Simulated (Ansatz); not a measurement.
# Si2Mo (P6_222) in Ansatz: relaxation of cell and atoms with PBEsol+U

Aim: the relaxation of cell and atoms of Si2Mo with PBEsol+U.

All numbers are computed with Ansatz 0.2.0; they aren't measurements. Logs are shortened: lines on timing, memory, paths and dates and some standing lists are left out, and cuts for length are marked.

**1. The structure**

The structure is hexagonal, space group P6_222 (No. 180). The conventional cell has a = 4.585 Å, b = 4.585 Å, c = 6.580 Å, α = 90.00°, β = 90.00°, γ = 120.00°. Mo (site symmetry 222) is surrounded by 10 Si at 2.57 to 2.67 Å. Si (site symmetry 2) has 5 Si at 2.55 to 2.67 Å and 5 Mo at 2.57 to 2.67 Å as nearest neighbours.

Measurements of this composition are mostly on another form, of space group No. 139.

**2. Relaxation of cell and atoms, PBEsol+U**

input.yaml

```yaml
crystal:
  lattice:
    - [4.5854715599, 0.0, 0.0]
    - [-2.29273578, 3.9711348592, 0.0]
    - [0.0, 0.0, 6.5797601]
  atoms:
    - { symbol: Mo, position: [0.5, 0.5, 0.8333333333] }
    - { symbol: Mo, position: [0.0, 0.5, 0.1666666667] }
    - { symbol: Mo, position: [0.5, 0.0, 0.5] }
    - { symbol: Si, position: [0.16387298, 0.32774596, 0.5] }
    - { symbol: Si, position: [0.67225404, 0.83612702, 0.1666666667] }
    - { symbol: Si, position: [0.83612702, 0.16387298, 0.8333333333] }
    - { symbol: Si, position: [0.83612702, 0.67225404, 0.5] }
    - { symbol: Si, position: [0.32774596, 0.16387298, 0.1666666667] }
    - { symbol: Si, position: [0.16387298, 0.83612702, 0.8333333333] }
hamiltonian:
  xc: pbesol
  pseudopotentials: { kind: paw }
  hubbard: { sites: [{ species: Mo, l: d, u_eff: 2.0 }] }
kpoints:
  mp_grid: { grid: [5, 5, 3] }
scf:
  occupations: { method: fermi_dirac, width: 0.05 }
output:
  forces: true
  stress: true
  eigenvalues: true
relax:
  f_tol: 0.01
  max_steps: 40
  cell: { stress_tol: 0.05 }
```

Potentials or basis: Ansatz PAW.

Launch:

```sh
> ansatz run input.yaml --threads 4 --pin off --max-ram 11264MiB --backend cpu --events-out ev --progress --plain --runs-dir out
```

Output:

```text
Warning: RAYON_NUM_THREADS=4 ignored (pool sized by the plan → 4); use --threads N
Mo: projections on atomic orbitals take those of the free atom [Ar 3d10] 4s2 4p6 4d5 5s1, of charge +0.00 (hamiltonian.pseudopotentials.projection_atoms); the dataset's partial waves leave at most 6.0e-6 of an orbital's norm unspanned inside its sphere
Si: projections on atomic orbitals take those of the free atom [Ne] 3s2 3p2, of charge +0.00 (hamiltonian.pseudopotentials.projection_atoms); the dataset's partial waves leave at most 6.1e-8 of an orbital's norm unspanned inside its sphere
Engine: ansatz 0.2.0, aarch64-unknown-linux-gnu
Pseudopotentials: kind: paw
Pseudopotential: Mo, paw, valence charge 14, recommended cutoff 420 eV (normal), Mo.paw.azcp
Pseudopotential: Si, paw, valence charge 4, recommended cutoff 420 eV (normal), Si.paw.azcp
Functional definition: PBEsol
  exchange = pbesol_x
  correlation = pbesol_c
Crystal: 9 atoms, lattice volume = 119.814 Å³
Basis set: ecut = 420 eV, 2331 PW (Γ), exchange–correlation on 64×64×90 points (8 copies of the dense FFT grid, shifted against one another)
Bands: 42, of which v1, the nominal top of the filled ones, is band 33 counted from 1 (32 counted from 0)
Symmetry: 12 space group operations
Space group: P6222 (ITA 180), of the structure as read, at distance tolerance 4.9e-5 Å
k-points: 10 of 75
Non-local potential: Mo, projectors of the file, l = 0: 3, l = 1: 2, l = 2: 2, l = 3: 1
Non-local potential: Si, projectors of the file, l = 0: 2, l = 1: 2, l = 2: 2
PAW form: soft (Blöchl's): semilocal exchange-correlation on the pseudo side does not see the compensation charge
PAW frozen core: Mo, regenerated for the run's functional, and the local potential with it (the file was generated under x = pbe(κ = 0.804, μ = 0.2195149727645171), c = pbe(β = 0.06672455060314922))
PAW frozen core: Si, regenerated for the run's functional, and the local potential with it (the file was generated under x = pbe(κ = 0.804, μ = 0.2195149727645171), c = pbe(β = 0.06672455060314922))
PAW one-centre angular grid: Mo, 590 points (default); XC on 64 Gauss nodes
PAW one-centre angular grid: Si, 110 points (default); XC on 64 Gauss nodes
Initial density: superposition of atomic densities (chi_scale 0.1, normalization cell, long waves of neutral atoms under a Hubbard term (reshape's long-wave potential 0.00 eV rms, cloud 2.65 Å wide))
Initial wavefunctions: pseudopotential atomic-orbital guess
Functional: x = pbesol(κ = 0.804, μ = 0.12345679012345678), c = pbesol(β = 0.046)
SCF iter   1: F=—  HF=-18422.648447 eV  |F-HF|=—  |Δ(HF+E_count)|=         —  Δρ=9.20e-2  dr2=1.52e1  ethr=3.10e-3  ⟨swp⟩=7.7  Hψ=1886  notcnv=0
preconditioner: auto → Resta (q_TF=auto, 2.470 Å⁻¹)  ε∞=9.3  [insulator: Δε(μ)=0.246 eV  Ē_g=7.626 eV  σ=0.050 eV  W_gap=0.64  n_scr=22 (ndim 8)  ℏωp=22.0 eV  f_vac=0.000  D(μ)=0.94/eV (n_scr^D=2)  ε∞_Penn≈9.3]
SCF iter   2: F=—  HF=-18419.293408 eV  |F-HF|=—  |Δ(HF+E_count)|=    3.36e0  Δρ=2.81e-2  dr2=6.48e-1  ethr=3.10e-3  ⟨swp⟩=3.2  Hψ=982  notcnv=0  defer=14
SCF iter   3: F=—  HF=-18419.334952 eV  |F-HF|=—  |Δ(HF+E_count)|=   4.15e-2  Δρ=1.68e-2  dr2=2.74e-1  ethr=9.82e-4  ⟨swp⟩=1.9  Hψ=475  notcnv=0  defer=15
SCF iter   4: F=—  HF=-18419.309229 eV  |F-HF|=—  |Δ(HF+E_count)|=   2.57e-2  Δρ=2.08e-3  dr2=6.51e-3  ethr=4.15e-4  ⟨swp⟩=2.1  Hψ=689  notcnv=0  defer=16
SCF iter   5: F=—  HF=-18419.308530 eV  |F-HF|=—  |Δ(HF+E_count)|=   6.99e-4  Δρ=1.58e-4  dr2=1.45e-5  ethr=9.87e-6  ⟨swp⟩=3.0  Hψ=730  notcnv=0  defer=16
SCF iter   6: F=—  HF=-18419.308531 eV  |F-HF|=—  |Δ(HF+E_count)|=   1.45e-6  Δρ=3.03e-5  dr2=7.22e-7  ethr=2.19e-8  ⟨swp⟩=2.1  Hψ=614  notcnv=0  defer=16
SCF iter   7: F=-18419.308531 eV  HF=-18419.308531 eV  |F-HF|=1.35e-10  |Δ(HF+E_count)|=   2.01e-9  Δρ=4.00e-6  dr2=9.86e-9  ethr=1.52e-10  ⟨swp⟩=11.9  Hψ=1872  notcnv=0
SCF 1 converged in 7 iterations: F = -18419.308531 eV  dr2 = 9.86e-9
relax step   1: F+E_penalty+E_count = -18419.30853111 eV  Δ(F+E_penalty+E_count) = +0.000e0 eV  max|allowed force component| = 3.733e-2 eV/Å  Δτ_max = 0.0000 Å  P = -2.100 GPa  Ω = 119.814 Å³  (7 SCF iters, dr2 threshold 1.00e-7 eV, accepted)
Crystal: 9 atoms, lattice volume = 118.346 Å³
Initial density: handed on by an earlier stage of this run
Initial wavefunctions: those handed on with the density
iter 1 solved again at ethr=1.03e-6 eV; its pass at ethr=3.10e-3 eV (dr2=6.83e-4 eV) is discarded
SCF iter   1: F=—  HF=-18419.316087 eV  |F-HF|=—  |Δ(HF+E_count)|=         —  Δρ=7.24e-4  dr2=6.34e-4  ethr=1.03e-6  ⟨swp⟩=2.4  Hψ=2001  notcnv=0
preconditioner: auto → Resta (q_TF=auto, 2.475 Å⁻¹)  ε∞=10.1  [insulator: Δε(μ)=0.824 eV  Ē_g=7.336 eV  σ=0.050 eV  W_gap=1.00  n_scr=22 (ndim 8)  ℏωp=22.1 eV  f_vac=0.000  D(μ)=0.00/eV (n_scr^D=0)  ε∞_Penn≈10.1]
SCF iter   2: F=—  HF=-18419.315990 eV  |F-HF|=—  |Δ(HF+E_count)|=   9.77e-5  Δρ=3.79e-4  dr2=9.32e-5  ethr=9.61e-7  ⟨swp⟩=2.0  Hψ=538  notcnv=0
SCF iter   3: F=—  HF=-18419.316003 eV  |F-HF|=—  |Δ(HF+E_count)|=   1.34e-5  Δρ=1.75e-4  dr2=2.18e-5  ethr=1.41e-7  ⟨swp⟩=1.1  Hψ=440  notcnv=0
SCF iter   4: F=-18419.316003 eV  HF=-18419.316004 eV  |F-HF|=9.30e-8  |Δ(HF+E_count)|=   4.53e-7  Δρ=1.92e-5  dr2=3.35e-7  ethr=1.36e-9  ⟨swp⟩=4.5  Hψ=1797  notcnv=0
SCF 2 converged in 4 iterations: F = -18419.316003 eV  dr2 = 3.35e-7
relax step   2: F+E_penalty+E_count = -18419.31600341 eV  Δ(F+E_penalty+E_count) = -7.472e-3 eV  max|allowed force component| = 1.326e-2 eV/Å  Δτ_max = 0.0028 Å  P = +0.620 GPa  Ω = 118.346 Å³  energy of the carried Pulay correction = +3.129e-4 eV  (4 SCF iters, dr2 threshold 9.00e-7 eV, accepted)
Crystal: 9 atoms, lattice volume = 118.679 Å³
iter 1 solved again at ethr=4.97e-8 eV; its pass at ethr=3.10e-3 eV (dr2=3.28e-5 eV) is discarded
SCF iter   1: F=—  HF=-18419.316596 eV  |F-HF|=—  |Δ(HF+E_count)|=         —  Δρ=1.54e-4  dr2=3.11e-5  ethr=4.97e-8  ⟨swp⟩=2.3  Hψ=1941  notcnv=0
preconditioner: auto → Resta (q_TF=auto, 2.474 Å⁻¹)  ε∞=10.1  [insulator: Δε(μ)=0.822 eV  Ē_g=7.315 eV  σ=0.050 eV  W_gap=1.00  n_scr=22 (ndim 8)  ℏωp=22.1 eV  f_vac=0.000  D(μ)=0.00/eV (n_scr^D=0)  ε∞_Penn≈10.1]
SCF iter   2: F=—  HF=-18419.316592 eV  |F-HF|=—  |Δ(HF+E_count)|=   4.11e-6  Δρ=8.01e-5  dr2=3.97e-6  ethr=4.71e-8  ⟨swp⟩=2.0  Hψ=546  notcnv=0
SCF iter   3: F=—  HF=-18419.316593 eV  |F-HF|=—  |Δ(HF+E_count)|=   1.12e-6  Δρ=3.72e-5  dr2=9.51e-7  ethr=1.36e-9  ⟨swp⟩=5.9  Hψ=1620  notcnv=0
SCF iter   4: F=-18419.316593 eV  HF=-18419.316593 eV  |F-HF|=8.57e-9  |Δ(HF+E_count)|=   1.74e-7  Δρ=6.20e-6  dr2=2.99e-8  ethr=1.36e-9  ⟨swp⟩=4.1  Hψ=1226  notcnv=0
SCF 3 converged in 4 iterations: F = -18419.316593 eV  dr2 = 2.99e-8
relax step   3: F+E_penalty+E_count = -18419.31659345 eV  Δ(F+E_penalty+E_count) = -5.900e-4 eV  max|allowed force component| = 4.052e-4 eV/Å  Δτ_max = 0.0007 Å  P = -0.011 GPa  Ω = 118.679 Å³  energy of the carried Pulay correction = +2.416e-4 eV  (4 SCF iters, dr2 threshold 9.00e-7 eV, accepted)
Initial wavefunctions: pseudopotential atomic-orbital guess (no wavefunctions were taken with the density)
iter 1 solved again at ethr=3.46e-7 eV; its pass at ethr=3.10e-3 eV (dr2=2.29e-4 eV) is discarded
SCF iter   1: F=—  HF=-18419.316348 eV  |F-HF|=—  |Δ(HF+E_count)|=         —  Δρ=1.34e-5  dr2=4.48e-8  ethr=3.46e-7  ⟨swp⟩=3.1  Hψ=2890  notcnv=0
eigensolver tolerance schedule: the retry pair's looser diagonalisation over-reported the residual by 5105.28 of it (diagonalisation noise at 1.33 of the residual, at the tolerance the schedule requests for it); recorded, not acted on — ethr = c·dr2/N_el stays at c = 1.0e-1
SCF iter   2: F=—  HF=-18419.316346 eV  |F-HF|=—  |Δ(HF+E_count)|=   1.94e-6  Δρ=7.24e-6  dr2=1.53e-8  ethr=6.79e-11  ⟨swp⟩=2.1  Hψ=761  notcnv=0
SCF iter   3: F=—  HF=-18419.316346 eV  |F-HF|=—  |Δ(HF+E_count)|=   3.66e-9  Δρ=5.50e-7  dr2=1.23e-10  ethr=2.31e-11  ⟨swp⟩=2.0  Hψ=750  notcnv=0
SCF iter   4: F=-18419.316346 eV  HF=-18419.316346 eV  |F-HF|=3.64e-12  |Δ(HF+E_count)|=  1.46e-11  Δρ=8.99e-8  dr2=7.86e-12  ethr=1.00e-12  ⟨swp⟩=5.5  Hψ=1367  notcnv=0
SCF 4 converged in 4 iterations: F = -18419.316346 eV  dr2 = 7.86e-12
relax step   4: F+E_penalty+E_count = -18419.31634562 eV  Δ(F+E_penalty+E_count) = +2.478e-4 eV  max|allowed force component| = 3.975e-4 eV/Å  Δτ_max = 0.0000 Å  P = -0.014 GPa  Ω = 118.679 Å³  stress off target by 3.34e-2 GPa  SCF on the basis re-selected at this cell (its energy is not comparable with the rows above)  (4 SCF iters)
basis re-selected at this cell: Δ(F+E_penalty+E_count) = +2.478e-4 eV, ΔP = -0.003 GPa vs the last step (what re-selecting the basis moved, of the pressure what is left beyond the Pulay correction that the steps carried, after the strain that the cell walked since its last selection, with what the two solves' SCF thresholds leave and, on support functions, any second-order correction that the steps lacked; it is no measure of the basis error at this ecutwfc). This SCF's stress stands 3.34e-2 GPa from its target on what of the cell is left free (relax.cell.stress_tol is 5.00e-2 GPa) and its largest allowed force component is 3.98e-4 eV/Å (relax.f_tol is 1.00e-2 eV/Å): within both
SCF converged after 4 iterations
Free energy (F): -18419.316346 eV
Harris-Foulkes:  -18419.316346 eV  (|F-HF|=3.64e-12)
Internal energy: -18419.316288 eV  (E = F + TS)
E sigma→0 (E₀):  -18419.316317 eV
Entropy (-TS):   -0.000058 eV (-0.006 meV/atom)
Fermi energy:    16.622233 eV
--- Per-component energies (eV) ---
  E_band       = -121.256582
  E_kinetic    = 1600.267188
  E_local      = -3415.577234  (includes V_loc(G=0)·N_el)
  E_nonlocal   = 585.786112
  E_hartree    = 1275.517465
  E_xc         = -891.746160
  E_vxc        = -988.221806  (∫ρ·V_xc dr)
  E_hubbard    = 7.222326  (on-site DFT+U / exact-exchange correction)
  E_vhub       = -2.902847  (the Hubbard potential's part of the band-sum identity)
  E_paw        = -12425.949721  (= ΣΔE_a)
  E_vpaw       = -451.642877  (= ΣTr[D̂ρ^β])
  E_aug_tail   = 0.000092  (compensation charges beyond the density's cutoff)
  E_ewald      = -5155.653618
  E_core_change = 0.817262  (= ΣΔE_core)
  E_smearing   = -0.000058  (= −TS)
  E_closure    = 0.000000  (closes the sum)
  Σ components = -18419.316346   (vs F -18419.316346, Δ=0.00e0)
--- Forces (eV/Å), atoms counted from 1 ---
  atom   1  Mo    -0.00000000     0.00000000     0.00000000
  atom   2  Mo     0.00000000    -0.00000000    -0.00000000
  atom   3  Mo    -0.00000000    -0.00000000     0.00000000
  atom   4  Si     0.00000000    -0.00039754     0.00000000
  atom   5  Si     0.00034428     0.00019877     0.00000000
  atom   6  Si     0.00034428    -0.00019877    -0.00000000
  atom   7  Si    -0.00000000     0.00039754    -0.00000000
  atom   8  Si    -0.00034428    -0.00019877     0.00000000
  atom   9  Si    -0.00034428     0.00019877    -0.00000000
  max |Σ_I F_I| component: 6.49e-17 eV/Å
--- Stress (GPa, compression-positive) ---
       -0.004471       0.000000      -0.000000
        0.000000      -0.004471       0.000000
       -0.000000       0.000000      -0.033411
  P = ⅓ Tr σ = -0.0141 GPa (-0.141 kbar)
--- Band table (eV; the first three rows and the last of 10) ---
  k-point 0: bands = ["-44.1751", "-44.1431", "-44.1431", "-18.4676", "-18.4585", "-18.4585", "-18.4516", "-18.4516", "-18.3595", "-18.3009", "-18.3009", "-18.2766", "2.5939", "5.6639", "5.6639", "9.3244", "10.0124", "10.0124", "10.6189", "10.6189", "11.3600", "11.6622", "11.6622", "12.0292", "12.9864", "12.9864", "13.4710", "13.4710", "13.6482", "13.6482", "13.9878", "14.5937", "15.7009", "18.8257", "19.0633", "19.0633", "19.2349", "19.2366", "19.4914", "19.4914", "19.7416", "19.7416"]
  k-point 1: bands = ["-44.1701", "-44.1574", "-44.1336", "-18.5064", "-18.4651", "-18.4530", "-18.4382", "-18.3805", "-18.3629", "-18.3486", "-18.3070", "-18.2644", "3.0017", "4.1263", "7.1424", "9.6364", "9.7202", "9.9260", "10.1455", "11.0616", "11.1931", "11.2649", "11.2836", "11.4370", "12.9810", "13.2207", "13.2742", "13.3658", "14.0847", "14.4851", "14.6306", "14.8182", "16.2022", "18.7485", "18.7939", "18.9116", "19.1876", "19.2544", "19.3448", "19.4530", "19.4924", "19.5426"]
  k-point 2: bands = ["-44.1724", "-44.1456", "-44.1429", "-18.4987", "-18.4767", "-18.4567", "-18.4448", "-18.4284", "-18.3562", "-18.3073", "-18.3050", "-18.2647", "2.9972", "5.9046", "5.9805", "7.9311", "8.9091", "9.7993", "10.1444", "11.2427", "11.8200", "11.9195", "12.3392", "12.5538", "12.9336", "13.3352", "13.4616", "13.5800", "13.6247", "13.7857", "14.0956", "14.1736", "15.4893", "17.7743", "18.0597", "18.2500", "18.3504", "18.6099", "19.1490", "19.3920", "19.6847", "19.8769"]
  k-point 9: bands = ["-44.1634", "-44.1526", "-44.1444", "-18.5138", "-18.5053", "-18.4799", "-18.4380", "-18.3939", "-18.3762", "-18.3265", "-18.2712", "-18.2607", "5.0722", "5.6865", "5.9618", "6.7114", "7.8157", "8.8325", "9.8425", "10.3789", "11.3224", "12.2371", "12.6272", "12.7769", "13.1097", "13.3749", "13.3863", "13.5137", "14.1094", "14.6568", "15.0707", "15.3886", "16.1056", "17.3063", "17.5603", "18.2474", "18.3624", "18.4537", "18.8857", "19.2032", "19.3325", "19.7226"]
Occupation matrices written to <dir>
--- Relaxed structure (3 steps of the walk, 3 accepted, 1 SCFs on fresh bases) ---
  F+E_penalty+E_count = -18419.31634562 eV   max|allowed force component| = 3.975e-4 eV/Å   (the final SCF, on the basis selected at the relaxed cell)
  cell:  # Å, volume = 118.6789 Å³
    - [4.571563383468754, 2.8780055506812917e-11, 1.3435366565555114e-34]
    - [-2.2857816917593015, 3.959090025080293, -1.188895828505497e-34]
    - [9.639301836509307e-35, 0.0, 6.557121515455469]
  atoms:
    - { symbol: Mo, position: [0.5, 0.5, 0.8333333333333335] }
    - { symbol: Mo, position: [-3.514225159577787e-36, 0.5, 0.16666666666666666] }
    - { symbol: Mo, position: [0.5, 1.2134255313909532e-20, 0.5] }
    - { symbol: Si, position: [0.16413797929763846, 0.32827595859527686, 0.5] }
    - { symbol: Si, position: [0.6717240414047232, 0.8358620207023615, 0.16666666666666666] }
    - { symbol: Si, position: [0.8358620207023617, 0.16413797929763846, 0.8333333333333335] }
    - { symbol: Si, position: [0.8358620207023617, 0.6717240414047232, 0.5] }
    - { symbol: Si, position: [0.32827595859527686, 0.16413797929763843, 0.16666666666666666] }
    - { symbol: Si, position: [0.1641379792976383, 0.8358620207023615, 0.8333333333333335] }
```

Run time: 7.8 s. Hardware: 4 threads of Arm Neoverse V1, shared host; peak memory 0.45 GiB.

What came out:

| Property | Result |
| --- | --- |
| Free energy | -18419.3163 eV |
| Relaxed volume | 13.19 Å³/atom |
| Relaxed cell | a = 4.572 Å, b = 4.572 Å, c = 6.557 Å, α = 90.00°, β = 90.00°, γ = 120.00° |
| Space group after relaxing (to 0.05 Å) | P6_222 (No. 180) |
| Energy gained by relaxing | 0.9 meV/atom |
| Ionic steps | 4 |
| Pressure after relaxing | 0.0 GPa |
| Band gap on the k mesh | 0.82 eV, indirect (least direct gap 1.06 eV) |

Step by step:
| step | energy change (eV) | largest force (eV/Å) | volume (Å³) |
| --- | --- | --- | --- |
| 1 | 0.0000 | 0.0373 | 119.81 |
| 2 | -0.0075 | 0.0133 | 118.35 |
| 3 | -0.0081 | 0.0004 | 118.68 |
| 4 | -0.0078 | 0.0004 | 118.68 |

Final structure:
```xyz
9
Lattice="4.5716 0.0000 0.0000 -2.2858 3.9591 0.0000 0.0000 0.0000 6.5571" Properties=species:S:1:pos:R:3 pbc="T T T"
Mo    1.1429    1.9795    5.4643
Mo   -1.1429    1.9795    1.0929
Mo    2.2858    0.0000    3.2786
Si    0.0000    1.2997    3.2786
Si    1.1602    3.3093    1.0929
Si    3.4460    0.6498    5.4643
Si    2.2858    2.6594    3.2786
Si    1.1256    0.6498    1.0929
Si   -1.1602    3.3093    5.4643
```

Levels at points of the mesh, in eV from the valence-band top:
```
           k point  band 31  band 32  band 33  band 34  band 35  band 36
(0.00, 0.00, 0.00)    -2.21    -1.61    -0.50     2.62     2.86     2.86
```

Eigenvalues of the final occupation matrices:
| site | spin | trace | eigenvalues |
| --- | --- | --- | --- |
| site 1 | 1 | 2.89 | 0.50 0.54 0.59 0.61 0.66 |
| site 2 | 1 | 2.89 | 0.50 0.54 0.59 0.61 0.66 |
| site 3 | 1 | 2.89 | 0.50 0.54 0.59 0.61 0.66 |

Caveat: odd divisions of the mesh miss points on the zone boundary, where band edges often lie, so the gap on the mesh can be too wide; the plane-wave basis is chosen anew once the cell has moved, so the energies of steps on either side of that aren't comparable; the PAW data sets come from PBE, with cores solved anew for the run's functional, which leaves a small shift of forces and pressure; the U is typed as a test and isn't derived for this compound.
